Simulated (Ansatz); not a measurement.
**I in Ansatz: convergence with k mesh**

I:

```
CELL_PARAMETERS angstrom
-2.08938 2.08938 2.08938
2.08938 -2.08938 2.08938
2.08938 2.08938 -2.08938
ATOMIC_POSITIONS crystal
I 0.00000 0.00000 0.00000
```

The real solid is made of molecules; this cell is a model form.

- Program: Ansatz 0.2.0
- Task: convergence study
- Functional: r2SCAN
- Potentials or basis: Ansatz PAW
- Cutoff: 500 eV (not typed: the program's choice for these potentials)
- k mesh: 3 × 3 × 3
- Occupations: gaussian, width 0.1 eV
- Spin: spin-orbit coupling, no magnetisation

These are the settings of the first run; the series varies k mesh, with any setting tied to it.

Hardware: 2 threads of Arm Neoverse V2 (shared host).

**Question.** The values tried are 3 × 3 × 3, 4 × 4 × 4, 5 × 5 × 5, 7 × 7 × 7, 8 × 8 × 8, 10 × 10 × 10, 12 × 12 × 12, 15 × 15 × 15, loosest first. From which on does the pressure stay within 0.1 GPa of the tightest run that finished?

**Answer.** From 12 × 12 × 12 on.

```
      k mesh  energy less the tightest run, at zero smearing (meV/atom)  pressure (GPa)  SCF cycles  CPU time (s)  peak memory (GiB)
   3 × 3 × 3                                                    -161.54            0.34           5             3               0.41
   4 × 4 × 4                                                     -75.75            0.07           6           4.2               0.42
   5 × 5 × 5                                                     -30.86            0.04           5           4.2               0.42
   7 × 7 × 7                                                       2.91            0.44           5           6.2               0.45
   8 × 8 × 8                                                      10.42            0.62           6           8.7               0.48
10 × 10 × 10                                                       7.71            0.49           6            13               0.51
12 × 12 × 12                                                       4.64            0.41           6            18               0.55
15 × 15 × 15                                                       0.00            0.35           6            28               0.61
```

Not settled before the last step: the energy (to 1 meV/atom). Meshes of other sizes hit other points, so gaps and Fermi surfaces needn't settle smoothly. The tightest run that finished is the yardstick and may itself not be fully converged.

Caveat, for the tightest run too: the PAW data sets come from PBE, with cores solved anew for the run's functional, which leaves a small shift of forces and pressure.
